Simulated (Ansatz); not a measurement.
V in Ansatz: the effect of functional

Crystal: V.

```
V
1.0
    -1.54405    1.54405    1.54405
     1.54405   -1.54405    1.54405
     1.54405    1.54405   -1.54405
V
1
Direct
  0.00000 0.00000 0.00000
```

The cell isn't the ideal one: volume scaled by 1.06.

Alike in all runs:

- Program: Ansatz 0.2.0
- Task: single point
- Potentials or basis: Ansatz PAW
- k mesh: 12 × 12 × 12
- Occupations: fermi-dirac, width 0.05 eV
- Spin: collinear spin, ferromagnetic start
- Starting moments: [2.0] μB

Question: One run gave: pressure -13.7 GPa; moment 0.00 μB. Which functional did it use?
A. r2SCAN
B. LDA
C. PBE

Answer: C.

```csv
functional,cutoff,pressure (GPa),moment (μB)
LDA,420 eV (not typed: the program's choice for these potentials),-24.8,0.00
r2SCAN,500 eV (not typed: the program's choice for these potentials),-14.9,0.60
PBE,420 eV (not typed: the program's choice for these potentials),-13.7,0.00
```

Caveats: the PAW data sets come from PBE, with cores solved anew for the run's functional, which leaves a small shift of forces and pressure (some runs); the starting moments weren't kept (some runs); the magnetic or orbital state may not be the lowest (some runs).
